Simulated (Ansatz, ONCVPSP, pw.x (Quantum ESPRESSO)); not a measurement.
**What a changed setting does to a pw.x run (bcc Zn)**

Potential: optimised norm-conserving Vanderbilt (ONCV), ONCVPSP 4.0.1.1 (patched build), PBE; core [Ar], reference 3d10 4s2; waves: 4s: rc 2.15 bohr, ncon 5, nbas 9, qcut 3 1/bohr, 2 projectors, debl 3.8 Ha; p scattering state at 0.03 Ha: rc 2.30 bohr, ncon 4, nbas 9, qcut 3.4 1/bohr, 2 projectors, debl 2.9 Ha; 3d: rc 1.55 bohr, ncon 3, nbas 8, qcut 11.4 1/bohr, 2 projectors, debl 0.3 Ha; local part: polynomial inside 1.20 bohr (lpopt 4, dvloc0 1 Ha); core correction: polynomial model core, fcfact 0.3. In the p channel the program set the typed energies aside and used 0.050, 2.950 Ha. In the d channel the program set the typed energies aside and used -0.373, 0.250 Ha.

The reference run (k-mesh 15³, cutoffs 125/500 Ry, Fermi–Dirac 0.01 Ry, mixing_beta 0.4, conv_thr 1e-9, no spin) gives 0.94 GPa at 15.229 Å³/atom, where all-electron LAPW gives 0.67 GPa. This run, with its own iteration cap, changes smearing to gauss.

```
&control
  calculation='scf', prefix='x', pseudo_dir='./', outdir='./tmp', tstress=.true., disk_io='none'
/
&system
  ibrav=0, nat=1, ntyp=1, ecutwfc=125, ecutrho=500, nbnd=14,
  occupations='smearing', smearing='gauss', degauss=0.01
/
&electrons
  conv_thr=1e-09, mixing_beta=0.4, electron_maxstep=60
/
ATOMIC_SPECIES
Zn 1.0 Zn.UPF
CELL_PARAMETERS angstrom
  -1.56148254 1.56148254 1.56148254
  1.56148254 -1.56148254 1.56148254
  1.56148254 1.56148254 -1.56148254
ATOMIC_POSITIONS crystal
Zn 0.0000 0.0000 0.0000
K_POINTS automatic
15 15 15 0 0 0
```

```bash
pw.x < Zn.scf.in > Zn.scf.out
```

Task: How does the run end?

Result: It converges in 9 iterations; the free energy moves by +7.9 meV/atom and the pressure by -0.08 GPa. Gaussian smearing of the same width is narrower in effect than Fermi–Dirac, so its quadratic term in F is smaller.

```
Message from routine setup:
     using ibrav=0 with symmetry is DISCOURAGED, use correct ibrav instead
     lattice parameter (alat)  =       5.1109  a.u.
     unit-cell volume          =     102.7704 (a.u.)^3
     number of electrons       =        12.00
     number of Kohn-Sham states=           14
     kinetic-energy cutoff     =     125.0000  Ry
     charge density cutoff     =     500.0000  Ry
     scf convergence threshold =      1.0E-09
     Exchange-correlation= PBE
     number of k points=   120  Gaussian smearing, width (Ry)=  0.0100
     iteration #  1     ecut=   125.00 Ry     beta= 0.40
     total energy              =    -124.27564407 Ry
     estimated scf accuracy    <       0.02664548 Ry
     iteration #  2     ecut=   125.00 Ry     beta= 0.40
     total energy              =    -124.28104344 Ry
     estimated scf accuracy    <       0.00137588 Ry
     iteration #  3     ecut=   125.00 Ry     beta= 0.40
     total energy              =    -124.28105581 Ry
     estimated scf accuracy    <       0.00049559 Ry
     iteration #  4     ecut=   125.00 Ry     beta= 0.40
     total energy              =    -124.28107286 Ry
     estimated scf accuracy    <       0.00000373 Ry
     iteration #  5     ecut=   125.00 Ry     beta= 0.40
     total energy              =    -124.28107370 Ry
     estimated scf accuracy    <       0.00000119 Ry
     iteration #  6     ecut=   125.00 Ry     beta= 0.40
     total energy              =    -124.28107399 Ry
     estimated scf accuracy    <       0.00000019 Ry
     iteration #  7     ecut=   125.00 Ry     beta= 0.40
     total energy              =    -124.28107399 Ry
     estimated scf accuracy    <       0.00000003 Ry
     iteration #  8     ecut=   125.00 Ry     beta= 0.40
     total energy              =    -124.28107399 Ry
     estimated scf accuracy    <          1.7E-09 Ry
     iteration #  9     ecut=   125.00 Ry     beta= 0.40
     the Fermi energy is    11.6749 ev
!    total energy              =    -124.28107399 Ry
     estimated scf accuracy    <          1.4E-10 Ry
     smearing contrib. (-TS)   =      -0.00018376 Ry
     The total energy is F=E-TS. E is the sum of the following terms:
     one-electron contribution =     -44.31352260 Ry
     hartree contribution      =      36.80042186 Ry
     xc contribution           =     -27.96912941 Ry
     ewald contribution        =     -88.79866007 Ry
     convergence has been achieved in   9 iterations
          total   stress  (Ry/bohr**3)                   (kbar)     P=        8.62
     Message from routine punch:
     Nothing written, as per user request (disk_io='none')
```

The run took about 1.8 min on one core of a shared host (Neoverse-N1, 64 threads, 124 GiB, load 50).
